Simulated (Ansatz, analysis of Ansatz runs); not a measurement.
**Does N_O go to the (010) surface of TiO2?**

How does the energy of N_O change with depth under the (010) face of TiO2? Model: a cell of 96 host atoms with 1 O taken out and 1 N put in, a symmetric slab with vacuum.

Program: Ansatz 0.2.0. Level of theory: plane-wave PAW DFT, PBEsol; a slab with vacuum, neutral defects. Results are calculated unless marked as measured.

Most raw output is cut from this account.

## 1. The structure

The cell holds 96 atoms: 32 Ti, 63 O and 1 N. Its edges and angles: a = 9.091 Å, b = 11.039 Å, c = 22.000 Å, α = 90.0°, β = 90.0°, γ = 90.0°. It derives from TiO2 (space group Pbcn), repeated 2×2×1. Vacuum lies along c. Nearest the centre at fractional (0.371, 0.544, 0.701): N47 at 0.00 Å, Ti31 at 1.80 Å, Ti6 at 1.87 Å, O94 at 2.66 Å, O19 at 2.72 Å, O41 at 2.76 Å, O17 at 2.76 Å, O46 at 2.83 Å.

The cell's shortest repeat is 9.1 Å.

## 2. The clean slab

The slab is cut stoichiometric, symmetric and without a dipole, at the in-plane lattice of the database's bulk structure, and all its atoms relax. Miller indices refer to pymatgen's conventional standard cell, whose axes can be ordered otherwise than in the space-group symbol.

Contents of slab/input.yaml:

```yaml
crystal:
  lattice:
    - [4.54535, 0.0, 0.0]
    - [0.0, 5.519619, 0.0]
    - [0.0, 0.0, 22.0]
  atoms:
    - { symbol: Ti, position: [0.5, 0.6729909, 0.332641] }
    - { symbol: Ti, position: [1.0, 0.8270091, 0.4442137] }
    - { symbol: Ti, position: [0.5, 0.3270091, 0.4442137] }
    - { symbol: Ti, position: [1.0, 0.1729909, 0.332641] }
    - { symbol: Ti, position: [0.5, 0.6729909, 0.5557863] }
    - { symbol: Ti, position: [1.0, 0.8270091, 0.667359] }
    - { symbol: Ti, position: [0.5, 0.3270091, 0.667359] }
    - { symbol: Ti, position: [1.0, 0.1729909, 0.5557863] }
    - { symbol: O, position: [0.7285494, 0.6182754, 0.4818469] }
    - { symbol: O, position: [0.2285494, 0.8817246, 0.2950078] }
    - { symbol: O, position: [0.7714506, 0.8817246, 0.3702743] }
    - { symbol: O, position: [0.2714506, 0.6182754, 0.4065804] }
    - { symbol: O, position: [0.7285494, 0.3817246, 0.3702743] }
    - { symbol: O, position: [0.2285494, 0.1182754, 0.4065804] }
    - { symbol: O, position: [0.7714506, 0.1182754, 0.4818469] }
    - { symbol: O, position: [0.2714506, 0.3817246, 0.2950078] }
    - { symbol: O, position: [0.7285494, 0.6182754, 0.7049922] }
    - { symbol: O, position: [0.2285494, 0.8817246, 0.5181531] }
    - { symbol: O, position: [0.7714506, 0.8817246, 0.5934196] }
    - { symbol: O, position: [0.2714506, 0.6182754, 0.6297257] }
    - { symbol: O, position: [0.7285494, 0.3817246, 0.5934196] }
    - { symbol: O, position: [0.2285494, 0.1182754, 0.6297257] }
    - { symbol: O, position: [0.7714506, 0.1182754, 0.7049922] }
    - { symbol: O, position: [0.2714506, 0.3817246, 0.5181531] }
basis:
  ecutwfc: 420
  xc_grid: 2
hamiltonian:
  xc: pbesol
  pseudopotentials: { kind: paw, azcp: { folder: soft_1 }, xc_functional: pbe }
kpoints:
  mp_grid: { grid: [2, 2, 1] }
scf:
  occupations: { method: fermi_dirac, width: 0.01 }
  max_iter: 80
relax:
  f_tol: 0.01
  max_steps: 100
  random_displacement: { amplitude: 0.03, seed: 2577 }
output:
  forces: true
  eigenvalues: true
```

Command:

```console
$ ansatz run input.yaml --threads 32 --pin off --max-ram 84787MiB --backend cuda --events-out ev --progress --plain --runs-dir out --max-vram 78GiB
```

It took 4.8 s on 1 × NVIDIA GB200 with 32 threads of Arm Neoverse V2, shared host; peak memory 1.2 GiB; 18 s of CPU time.

Relaxation path:

```
step  energy less that of the first step (eV)  largest force component (eV/Å)
   1                                   0.0000                          4.2519
   2                                  -1.6493                          2.3242
   3                                  -2.4537                          0.3881
   4                                  -2.3959                          1.2331
   5                                  -2.5238                          0.1897
   6                                  -2.5251                          0.0924
   7                                  -2.5286                          0.0405
   8                                  -2.5290                          0.0041
   9                                  -2.5290                          0.0041
```

Relaxation step 4 was tried and not accepted.

The atoms that moved most (Å, from the sites as typed, ahead of the random displacement, the mean shift of all atoms taken out):

```
atom      dx      dy      dz  length
 Ti1  -0.260  -0.026   0.079   0.273
 Ti7   0.260   0.026  -0.079   0.273
 Ti4   0.260  -0.026   0.079   0.273
 Ti6  -0.260   0.026  -0.079   0.273
 O16  -0.130   0.173   0.072   0.228
 O17   0.130  -0.173  -0.072   0.228
 O10   0.130   0.173   0.072   0.228
 O23  -0.130  -0.173  -0.072   0.228
```

Final coordinates:

```xyz
24
Lattice="4.5454 0.0000 0.0000 0.0000 5.5196 0.0000 0.0000 0.0000 22.0000" Properties=species:S:1:pos:R:3
Ti    2.0118    3.6907    7.3925
Ti    4.3748    4.6218    9.7287
Ti    2.4416    1.8619    9.7287
Ti    4.8046    0.9309    7.3924
Ti    2.1021    3.6623   12.2614
Ti    4.2846    4.5932   14.5977
Ti    2.5320    1.8333   14.5977
Ti    4.7143    0.9025   12.2614
O     3.2871    3.4224   10.5933
O     1.1678    5.0418    6.5570
O     3.5416    4.8539    8.0874
O     1.2119    3.4920    8.9959
O     3.2748    2.0942    8.0875
O     1.0591    0.7322    8.9958
O     3.5293    0.6626   10.5933
O     1.1032    2.2820    6.5571
O     3.4405    3.2421   15.4331
O     1.0144    4.8616   11.3969
O     3.4846    4.7920   12.9943
O     1.2690    3.4300   13.9027
O     3.3319    2.0322   12.9943
O     1.0023    0.6702   13.9026
O     3.3761    0.4823   15.4331
O     1.2567    2.1018   11.3969
```

With the common shift taken out, atoms move by up to 0.27 Å from the bulk-cut sites, and by up to 0.08 Å along the normal.

On a dense mesh the slab's energy differs by 3 meV an atom, so the sampling is kept; the layers are compared at one sampling, where most of this error should cancel, which was not tested.

## 3. Does the supercell reconstruct?

The clean supercell is relaxed from displaced atoms, since a reconstruction that only the larger cell allows would otherwise be counted to the defect.

Contents of pristine.relax/input.yaml:

```yaml
crystal:
  lattice:
    - [9.0907, 0.0, 0.0]
    - [0.0, 11.039238, 0.0]
    - [0.0, 0.0, 22.0]
  atoms:
    - { symbol: Ti, position: [0.22130042, 0.33432661, 0.3360206] }
    - { symbol: Ti, position: [0.48123663, 0.41866607, 0.44221502] }
    - { symbol: Ti, position: [0.26858141, 0.16866387, 0.44221462] }
    - { symbol: Ti, position: [0.52851551, 0.08432432, 0.33601813] }
[... 86 atom lines left out ...]
    - { symbol: O, position: [0.88331118, 0.93408735, 0.59065136] }
    - { symbol: O, position: [0.63958772, 0.81070615, 0.63194286] }
    - { symbol: O, position: [0.86652157, 0.68408984, 0.59065046] }
    - { symbol: O, position: [0.61025281, 0.56070691, 0.63193704] }
    - { symbol: O, position: [0.87138, 0.54369266, 0.70150312] }
    - { symbol: O, position: [0.63824263, 0.69038992, 0.51804193] }
basis:
  ecutwfc: 420
  xc_grid: 2
hamiltonian:
  xc: pbesol
  pseudopotentials: { kind: paw, azcp: { folder: soft_1 }, xc_functional: pbe }
kpoints:
  mp_grid: { grid: [1, 1, 1] }
scf:
  occupations: { method: fermi_dirac, width: 0.01 }
  max_iter: 100
output:
  forces: true
relax:
  f_tol: 0.015
  max_steps: 80
  random_displacement: { amplitude: 0.05, seed: 2586 }
```

Elapsed: 5.1 s, on 1 × NVIDIA GB200 with 32 threads; peak memory 1.4 GiB; 17 s of CPU time.

Atoms end at most 0.00 Å from the small cell's positions, so the small cell's structure is at least a local minimum.

## 4. The defect, layer by layer

Each layer's defect is relaxed from random displacements. Layer 1 is shown in full.

Contents of layer1_M1.relax/input.yaml:

```yaml
crystal:
  lattice:
    - [9.0907, 0.0, 0.0]
    - [0.0, 11.039238, 0.0]
    - [0.0, 0.0, 22.0]
  atoms:
    - { symbol: Ti, position: [0.22127831, 0.3343202, 0.33602927] }
    - { symbol: Ti, position: [0.48121904, 0.41860078, 0.44221546] }
    - { symbol: Ti, position: [0.26857559, 0.16857406, 0.44223584] }
    - { symbol: Ti, position: [0.52841061, 0.08442412, 0.33604084] }
    - { symbol: Ti, position: [0.23124946, 0.33178308, 0.55732286] }
    - { symbol: Ti, position: [0.47136482, 0.41613775, 0.6635039] }
    - { symbol: Ti, position: [0.27855371, 0.16614108, 0.6635417] }
    - { symbol: Ti, position: [0.51856648, 0.08181682, 0.55734938] }
    - { symbol: O, position: [0.36169204, 0.30985652, 0.48152538] }
    - { symbol: O, position: [0.12829089, 0.45657614, 0.29805608] }
    - { symbol: O, position: [0.38952095, 0.43955026, 0.36762517] }
    - { symbol: O, position: [0.13333013, 0.3162775, 0.40890544] }
    - { symbol: O, position: [0.36022472, 0.18956882, 0.36760201] }
    - { symbol: O, position: [0.11647852, 0.06627227, 0.40890662] }
    - { symbol: O, position: [0.38813129, 0.05989365, 0.48153514] }
    - { symbol: O, position: [0.12133229, 0.20659451, 0.29806552] }
    - { symbol: O, position: [0.37852538, 0.29376488, 0.70147928] }
    - { symbol: O, position: [0.11170504, 0.440556, 0.5180234] }
    - { symbol: O, position: [0.38330968, 0.43415504, 0.59064211] }
    - { symbol: O, position: [0.13959586, 0.31079641, 0.63190855] }
    - { symbol: O, position: [0.36649319, 0.1841716, 0.59064415] }
    - { symbol: O, position: [0.11022853, 0.06078885, 0.63192196] }
    - { symbol: O, position: [0.37140856, 0.04377358, 0.70147601] }
    - { symbol: O, position: [0.1381538, 0.19052363, 0.51799491] }
    - { symbol: Ti, position: [0.2213921, 0.83439617, 0.33603578] }
    - { symbol: Ti, position: [0.48126875, 0.91856876, 0.44224298] }
    - { symbol: Ti, position: [0.26855434, 0.66858175, 0.44222173] }
    - { symbol: Ti, position: [0.5285217, 0.58435903, 0.33601095] }
    - { symbol: Ti, position: [0.23126082, 0.83184681, 0.55733338] }
    - { symbol: Ti, position: [0.47134538, 0.91607849, 0.66353932] }
    - { symbol: Ti, position: [0.27848757, 0.66608516, 0.66352435] }
    - { symbol: Ti, position: [0.51857755, 0.58182774, 0.55731448] }
    - { symbol: O, position: [0.36165807, 0.80989141, 0.48153559] }
    - { symbol: O, position: [0.1283734, 0.95658504, 0.29806876] }
    - { symbol: O, position: [0.3895055, 0.93957697, 0.36764908] }
    - { symbol: O, position: [0.13334101, 0.81630138, 0.40890538] }
    - { symbol: O, position: [0.36031265, 0.68957243, 0.36763947] }
    - { symbol: O, position: [0.11648953, 0.56628204, 0.40890564] }
    - { symbol: O, position: [0.38818235, 0.55989608, 0.48152119] }
    - { symbol: O, position: [0.12148881, 0.70659064, 0.29806982] }
    - { symbol: O, position: [0.37847146, 0.79375122, 0.70148692] }
    - { symbol: O, position: [0.11168127, 0.94053191, 0.51800768] }
    - { symbol: O, position: [0.38334374, 0.93416222, 0.5906492] }
    - { symbol: O, position: [0.13959664, 0.81083936, 0.63191969] }
    - { symbol: O, position: [0.36649866, 0.68411814, 0.59064175] }
    - { symbol: O, position: [0.11024873, 0.56083146, 0.63195906] }
    - { symbol: "N", position: [0.37144932, 0.54378962, 0.70148527] }
[... 1 line left out ...]
    - { symbol: Ti, position: [0.72136811, 0.33433181, 0.33605587] }
    - { symbol: Ti, position: [0.9812422, 0.41862845, 0.44224335] }
    - { symbol: Ti, position: [0.7685474, 0.16855418, 0.44226191] }
    - { symbol: Ti, position: [1.02841884, 0.08433424, 0.33604715] }
    - { symbol: Ti, position: [0.73127487, 0.33184989, 0.55732681] }
    - { symbol: Ti, position: [0.97136011, 0.41610806, 0.66353765] }
    - { symbol: Ti, position: [0.77853462, 0.1661392, 0.66352144] }
    - { symbol: Ti, position: [1.01860097, 0.08181383, 0.55733924] }
[... 16 lines left out ...]
    - { symbol: Ti, position: [0.72133969, 0.83442473, 0.33602086] }
    - { symbol: Ti, position: [0.9812506, 0.91857986, 0.44223234] }
    - { symbol: Ti, position: [0.76858814, 0.66856889, 0.44221015] }
    - { symbol: Ti, position: [1.0285067, 0.58436243, 0.33601128] }
    - { symbol: Ti, position: [0.73123815, 0.83179716, 0.55731222] }
    - { symbol: Ti, position: [0.97129763, 0.91612266, 0.66351832] }
    - { symbol: Ti, position: [0.77852026, 0.66608299, 0.66351256] }
    - { symbol: Ti, position: [1.01860165, 0.58182116, 0.55733964] }
[... 8 lines left out ...]
    - { symbol: O, position: [0.87840557, 0.79376179, 0.70146514] }
    - { symbol: O, position: [0.61163347, 0.94051548, 0.51801021] }
    - { symbol: O, position: [0.88334123, 0.93414604, 0.59063585] }
    - { symbol: O, position: [0.63955815, 0.81082182, 0.63188405] }
    - { symbol: O, position: [0.86651664, 0.6841511, 0.59063142] }
    - { symbol: O, position: [0.61026309, 0.56080728, 0.63189877] }
    - { symbol: O, position: [0.87128575, 0.5437379, 0.70149125] }
    - { symbol: O, position: [0.63818412, 0.69051226, 0.51799563] }
basis:
  ecutwfc: 420
  xc_grid: 2
hamiltonian:
  xc: pbesol
  pseudopotentials: { kind: paw, azcp: { folder: soft_1 }, xc_functional: pbe }
kpoints:
  mp_grid: { grid: [1, 1, 1] }
magnetization:
  spin_polarized: true
  initial_magnetization: 1
  spin_locking: { lock_magnetization: hard }
scf:
  occupations: { method: fermi_dirac, width: 0.01 }
  max_iter: 80
output:
  forces: true
relax:
  f_tol: 0.03
  max_steps: 90
  random_displacement: { amplitude: 0.05, seed: 2578 }
```

It took 10 s on 1 × NVIDIA GB200 with 32 threads; peak memory 1.7 GiB; 42 s of CPU time.

Relaxation path:

```csv
step,energy less that of the first step (eV),largest force component (eV/Å)
1,0.0000,2.5638
2,-1.6446,1.0706
3,-1.6689,0.8847
4,-2.1052,0.4130
5,-2.1718,0.0998
6,-2.1803,0.0739
7,-2.1850,0.0435
8,-2.1862,0.0299
```

The atoms that moved most (Å, from the sites as typed, ahead of the random displacement, the mean shift of all atoms taken out):

```csv
atom,dx,dy,dz,length
N47,0.071,0.002,0.069,0.099
O17,-0.066,0.028,0.011,0.073
O94,-0.040,0.012,0.046,0.062
Ti6,0.027,-0.036,-0.007,0.045
O41,0.033,-0.004,-0.015,0.037
Ti32,-0.030,0.006,0.014,0.034
O68,0.027,-0.020,-0.001,0.034
Ti31,-0.020,0.024,-0.004,0.031
```

Neighbours of N47 at the end:

```csv
atom,distance (Å)
Ti31,1.893
Ti6,1.916
O94,2.588
O17,2.736
O41,2.755
O19,2.806
O46,2.910
O45,2.975
```

All relaxations:

```
layer  depth (Å)  moment (μB)    outcome  structures computed  largest displacement from the input (Å)   time
    1       0.00            1  converged                    8                                     0.10   10 s
    2       1.53            1  converged                    9                                     0.15  9.5 s
    3       2.44            1  converged                   10                                     0.10   10 s
    4       4.04            1  converged                    8                                     0.08   10 s
```

The relaxation ends 23 meV an atom lower than the displaced start, with a largest force component of 0.030 eV/Å.

[end of part 1 of 2]

[Logs are printed without paths, hosts, clocks, repeated set-up lines and the standing remarks that a program may print on its own settings, such as how far it seeks lower states.]

[Hosts, paths, dates, database ids (printed as entryN), source tags and the programs' standing remarks are cut or masked in the printed files.]

[Maps of the electrostatic potential energy from Ansatz leave out the sawtooth potential of an applied field or a dipole correction, so their vacuum need not be flat.]
